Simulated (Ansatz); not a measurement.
Task: a relaxation followed by a look at the electronic structure of MgTe, space group P6_3mc, with Ansatz's Python interface. Give the script and its output. Use (first run): PBE, PAW, the default cutoff (420 eV here), 4×4×2 k-points, fixed occupations.

Input file `POSCAR_mgte`:
```text
MgTe
1.0
   4.52000000    0.00000000    0.00000000
  -2.26000000    3.91443483    0.00000000
   0.00000000    0.00000000    7.33000000
Mg Te
2 2
Direct
   0.33333333    0.66666667    0.00000000
   0.66666667    0.33333333    0.50000000
   0.33333333    0.66666667    0.38500000
   0.66666667    0.33333333    0.88500000
```

`pipeline.py`:
```python
# -*- coding: utf-8 -*-
"""Relax MgTe, then bands and states at the relaxed cell."""

import warnings

import ansatz as az
from ase.io import read
import numpy as np


def count_gap(report):
    # lowest empty less highest filled band, counting bands; zero where they overlap
    return max(report.get("gap_by_band_count_ev") or 0.0, 0.0)


def with_settings(crystal, spacing):
    return (
        crystal.calculation()
        .occupations(az.OccupationsMethod.FIXED)
        .functional(az.Functional.PBE)
        .mixing("broyden", ndim=4, beta=0.2)
        .kpoints(spacing=spacing)
    )

warnings.simplefilter("ignore", az.DeckWarning)

atoms = read("POSCAR_mgte", format="vasp")
crystal = az.Crystal.from_ase(atoms)

relaxed = with_settings(crystal, 0.45).relax(cell=True, force_tolerance=0.01, max_steps=40).checkpoint(write="relax.run").run(threads=1, pin="off")
cell = np.asarray(relaxed.lattice.cell_ang)
print("relaxed edges (A):", np.linalg.norm(cell, axis=1).round(4), " volume:", round(abs(np.linalg.det(cell)), 3), "A^3")
for site in relaxed.lattice.sites:
    print(" ", site.symbol, np.round(site.position_frac, 4) + 0.0)

final = az.Crystal.from_checkpoint("relax.run")
out = with_settings(final, 0.34).functional("pbesol").stress().band_table().density_of_states(energy_step=0.05).run(threads=1, pin="off")
summary = out.report
dos = out.density_of_states()
print(f"pressure at the relaxed cell {np.trace(summary['stress_gpa']) / 3:.3f} GPa, gap by band count {count_gap(summary):.3f} eV")
if count_gap(summary) == 0:
    print("states/eV at the Fermi level:", round(float(np.interp(dos.fermi_ev, dos.energies_ev, dos.spin_summed_g_bin_mean_per_ev)), 3))
```

Running `python pipeline.py` prints:
```text
relaxed edges (A): [4.6148 4.6148 7.4902]  volume: 138.144 A^3
  Mg [0.3333 0.6667 0.0041]
  Mg [0.6667 0.3333 0.5041]
  Te [0.3333 0.6667 0.3809]
  Te [0.6667 0.3333 0.8809]
pressure at the relaxed cell -1.129 GPa, gap by band count 2.238 eV
```

What to keep in mind:
- These settings explore the input space; cutoff and mesh may be short of convergence.
- Along an axis with an odd division the mesh misses the point at one half; a gap read on a finite mesh is an upper bound on this functional's gap.
- Semilocal gaps usually lie well under measured ones.
- The crystal has a gap of about 2.24 eV on the mesh; bins of finite width blur the band edges.
- The structure is a deposited one; some such entries were measured under pressure or heat, so a shift against it needn't be the functional's error alone.
- Gaps and levels are Kohn-Sham values on a finite set of k-points, without spin-orbit coupling.
- Where the second run takes another functional or mesh than the relaxation, its pressure isn't zero; pressure is positive in compression.
- The computed bands are complete only to about 5.7 eV above the Fermi level; beyond that the density of states is undercounted.
- Hardware and time: 22 s on 1 thread of Arm Neoverse V1 (shared host), peak memory 0.47 GiB.
